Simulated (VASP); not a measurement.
## VASP 6.6.1 run: AlN

INCAR

```
PREC = Normal
IBRION = -1
ISIF = 2
LCHARG = .FALSE.
NBANDS = 11
LREAL = .FALSE.
EDIFF = 1E-7
NELM = 120
GGA = PE
LWAVE = .FALSE.
LASPH = .TRUE.
ISMEAR = -1
NSW = 0
ENCUT = 520
SIGMA = 0.02
NELECT = 8.5
```

KPOINTS

```
KPOINTS created by Atomic Simulation Environment
0
Gamma
10 10 10
0 0 0
```

POSCAR

```
Al N
 1.0000000000000000
    -0.0000000000000000    2.0188684512725295    2.0188684512725295
     2.0188684512725295    0.0000000000000000    2.0188684512725295
     2.0188684512725295    2.0188684512725295   -0.0000000000000000
 Al  N
   1   1
Cartesian
 -0.0000000000000000  0.0000000000000000 -0.0000000000000000
  2.0188684512725295  2.0188684512725295  2.0188684512725295
```

The recommended PBE PAW datasets give the neutral cell 8 valence electrons.

Command

```
mpirun -np 1 vasp_std
```

OSZICAR

```
N       E                     dE             d eps       ncg     rms          rms(c)
DAV:   1     0.210327229112E+02    0.21033E+02   -0.41592E+03  1050   0.646E+02
DAV:   2    -0.763333963937E+01   -0.28666E+02   -0.27685E+02  1257   0.150E+02
DAV:   3    -0.845361150344E+01   -0.82027E+00   -0.81535E+00  1254   0.234E+01
DAV:   4    -0.845689633919E+01   -0.32848E-02   -0.32846E-02  1172   0.159E+00
DAV:   5    -0.845692442260E+01   -0.28083E-04   -0.28082E-04  1214   0.144E-01    0.818E+00
DAV:   6    -0.662758838783E+01    0.18293E+01   -0.93038E+00  1142   0.168E+01    0.272E+00
DAV:   7    -0.661926014428E+01    0.83282E-02   -0.12394E-01  1118   0.305E+00    0.180E+00
DAV:   8    -0.660738769294E+01    0.11872E-01   -0.15765E-02  1097   0.108E+00    0.420E-01
DAV:   9    -0.660673238629E+01    0.65531E-03   -0.18752E-03  1184   0.280E-01    0.143E-01
DAV:  10    -0.660676664275E+01   -0.34256E-04   -0.28623E-04  1184   0.108E-01    0.307E-02
DAV:  11    -0.660675654420E+01    0.10099E-04   -0.43465E-05  1190   0.397E-02    0.762E-03
DAV:  12    -0.660675621036E+01    0.33384E-06   -0.21307E-06  1175   0.114E-02    0.756E-04
DAV:  13    -0.660675617476E+01    0.35606E-07   -0.38633E-08   613   0.134E-03
   1 F= -.66067562E+01 E0= -.66059892E+01  d E =-.153391E-02
```

From OUTCAR

```
k-points           NKPTS =     47   k-points in BZ     NKDIM =     47   number of bands    NBANDS=     11

   NELECT =       8.5000    total number of electrons

   dimension x,y,z NGX =    16 NGY =   16 NGZ =   16
   dimension x,y,z NGXF=    32 NGYF=   32 NGZF=   32

  energy-cutoff  :      520.00
  volume of cell :       16.46
      direct lattice vectors                 reciprocal lattice vectors
     0.000000000  2.018868451  2.018868451    -0.247663487  0.247663487  0.247663487
     2.018868451  0.000000000  2.018868451     0.247663487 -0.247663487  0.247663487
     2.018868451  2.018868451  0.000000000     0.247663487  0.247663487 -0.247663487

 k-points in reciprocal lattice and weights: KPOINTS created by Atomic Simulation Env
   0.00000000  0.00000000  0.00000000       0.001
   0.10000000  0.00000000  0.00000000       0.008
   0.20000000  0.00000000  0.00000000       0.008
   0.30000000  0.00000000  0.00000000       0.008
   0.40000000  0.00000000  0.00000000       0.008
   0.50000000  0.00000000  0.00000000       0.004
   0.10000000  0.10000000  0.00000000       0.006
   0.20000000  0.10000000  0.00000000       0.024
   ...

 E-fermi :  16.1711

 k-point     1 :       0.0000    0.0000    0.0000
  band No.  band energies     occupation
      1      -7.8869      2.00000
      2       9.7532      2.00000
      3       9.7533      2.00000
      4       9.7533      2.00000
      5      15.4076      2.00000
      6      21.7982      0.00000
      7      21.7982      0.00000
      8      21.7982      0.00000
      9      26.8126      0.00000
     10      27.5174      0.00000
     11      27.5174      0.00000

 k-point     2 :       0.1000    0.0000    0.0000
  band No.  band energies     occupation
      1      -7.6798      2.00000
      2       8.7222      2.00000
      3       9.6280      2.00000
      4       9.6281      2.00000
      5      16.0369      1.99757
      6      20.8816      0.00000
      7      22.1035      0.00000
      8      22.1035      0.00000
      9      25.9655      0.00000
     10      25.9655      0.00000
     11      27.9462      0.00000

 k-point     3 :       0.2000    0.0000    0.0000
  band No.  band energies     occupation
      1      -7.0779      2.00000
      2       6.5569      2.00000
      3       9.3246      2.00000
      4       9.3246      2.00000
      5      16.6463      0.00000
      6      20.4241      0.00000
      7      22.3259      0.00000
      8      22.3259      0.00000
      9      25.3469      0.00000
     10      25.3469      0.00000
     11      27.3351      0.00000

 k-point     4 :       0.3000    0.0000    0.0000
  band No.  band energies     occupation
      1      -6.1537      2.00000
      2       4.2043      2.00000
      3       8.9889      2.00000
      4       8.9890      2.00000
      5      16.3329      0.00061
      6      21.4397      0.00000
      7      21.6311      0.00000
      8      21.6311      0.00000
      9      26.4801      0.00000
     10      26.8068      0.00000
     11      26.8068      0.00000

 k-point     5 :       0.4000    0.0000    0.0000
  band No.  band energies     occupation
      1      -5.1231      2.00000
      2       2.2241      2.00000
      3       8.7425      2.00000
      4       8.7426      2.00000
      5      15.9266      1.99999
      6      20.9744      0.00000
      7      20.9744      0.00000
      8      22.6202      0.00000
      9      25.9114      0.00000
     10      29.0264      0.00000
     11      29.0264      0.00000

 ...

  Total       10.3634332     10.3634332     10.3634332     -0.0000000      0.0000000     -0.0000000
  in kB     1008.9279994   1008.9279994   1008.9279994     -0.0000000      0.0000000     -0.0000000
  external PRESSURE =    1008.9279994 kB  Pullay stress =       0.0000000 kB

 POSITION                                       TOTAL-FORCE (eV/Angst)
 -----------------------------------------------------------------------------------
      0.00000      0.00000      0.00000         0.000000      0.000000      0.000000
      2.01887      2.01887      2.01887        -0.000000     -0.000000     -0.000000
 -----------------------------------------------------------------------------------
    total drift:                                0.000000      0.000000      0.000000

  FREE ENERGIE OF THE ION-ELECTRON SYSTEM (eV)
  ---------------------------------------------------
  free  energy   TOTEN  =        -6.6067561748 eV

  energy  without entropy=       -6.6052222685  energy(sigma->0) =       -6.60598922
```

It converged. Results: pressure 100.9 GPa.

The cell is charged and sits in a uniform background.

For comparison, a separate PBE run of the intended cell, on usual settings and not on those above, gives a gap of 4.65 eV on its mesh and a pressure of 6.1 GPa.
